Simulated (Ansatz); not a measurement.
# GeSe: the cost of one run

Method: plane waves, PAW, in Ansatz 0.2.0.

2 further runs of the same task are left out: 2 that didn't finish.

### Step 1. The starting structure

It takes space group Pnma (No. 62, orthorhombic). Conventional cell: a = 11.010 Å, b = 3.804 Å, c = 4.536 Å, α = 90.00°, β = 90.00°, γ = 90.00°. Ge (site symmetry m) has 3 Se at 2.56 Å as nearest neighbours. Se (site symmetry m) has 3 Ge at 2.56 Å as nearest neighbours.

Structure file:

```cif
data_structure
_symmetry_space_group_name_H-M 'P 1'
_symmetry_Int_Tables_number 1
_cell_length_a 11.0103
_cell_length_b 3.8043
_cell_length_c 4.5364
_cell_angle_alpha 90.000
_cell_angle_beta 90.000
_cell_angle_gamma 90.000
_cell_volume 190.01
loop_
_atom_site_label
_atom_site_type_symbol
_atom_site_fract_x
_atom_site_fract_y
_atom_site_fract_z
_atom_site_occupancy
Ge1 Ge 0.12544 0.75000 0.88603 1
Ge2 Ge 0.62544 0.75000 0.61397 1
Ge3 Ge 0.37456 0.25000 0.38603 1
Ge4 Ge 0.87456 0.25000 0.11397 1
Se1 Se 0.85161 0.75000 0.48780 1
Se2 Se 0.35161 0.75000 0.01220 1
Se3 Se 0.64839 0.25000 0.98780 1
Se4 Se 0.14839 0.25000 0.51220 1
```

Cell and atoms come from an earlier r2SCAN+rVV10 relaxation.

### Step 2. PBE, anion s p, 2×4×4

input.yaml

```yaml
crystal:
  lattice:
    - [11.0103040307, 0.0, 0.0]
    - [0.0, 3.8043314008, 0.0]
    - [0.0, 0.0, 4.5363775226]
  atoms:
    - { symbol: Ge, position: [0.1254375725, 0.75, 0.8860310984] }
    - { symbol: Ge, position: [0.6254375725, 0.75, 0.6139689016] }
    - { symbol: Ge, position: [0.3745624275, 0.25, 0.3860310984] }
    - { symbol: Ge, position: [0.8745624275, 0.25, 0.1139689016] }
    - { symbol: Se, position: [0.8516134858, 0.75, 0.4877997051] }
    - { symbol: Se, position: [0.3516134858, 0.75, 0.0122002949] }
    - { symbol: Se, position: [0.6483865142, 0.25, 0.9877997051] }
    - { symbol: Se, position: [0.1483865142, 0.25, 0.5122002949] }
kpoints:
  mp_grid: { grid: [2, 6, 4] }
  band_path:
    path:
      - [[0.0, 0.0, 0.0], [0.5, -5.865190130864e-34, -1.910642240663e-34], [0.5, 0.5, 2.683452726488e-33], [-1.342528083953e-49, 0.5, 2.874516950554e-33], [0.0, 0.0, 0.0], [-1.068068942498e-49, -7.460771400757e-50, 0.5], [0.5, -5.865190130864e-34, 0.5], [0.5, 0.5, 0.5], [-1.068068942498e-49, 0.5, 0.5], [-1.068068942498e-49, -7.460771400757e-50, 0.5]]
      - [[0.5, -5.865190130864e-34, -1.910642240663e-34], [0.5, -5.865190130864e-34, 0.5]]
      - [[-1.342528083953e-49, 0.5, 2.874516950554e-33], [-1.068068942498e-49, 0.5, 0.5]]
      - [[0.5, 0.5, 2.683452726488e-33], [0.5, 0.5, 0.5]]
    npoints: 10
hamiltonian:
  xc: pbe
scf:
  occupations: { method: fixed }
  n_extra_bands: 6
output:
  forces: false
  stress: false
  eigenvalues: true
  wannier:
    kmesh: [2, 4, 4]
    projections: [{ species: Se, l: s, shell: 4 }, { species: Se, l: p, shell: 4 }]
    minimise: true
    write_hr: true
    conv_tol: 1.0e-08
    max_iter: 3000
```

Started as:

```sh
$ ansatz run input.yaml --threads 4 --pin off --max-ram 5529MiB --backend cpu --events-out ev --progress --plain --runs-dir out
```

Q: Estimate wall time and peak memory on 4 threads of Intel Xeon 6975P-C (Granite Rapids), shared host.

About 8.4 s, with a peak of 1 GiB.
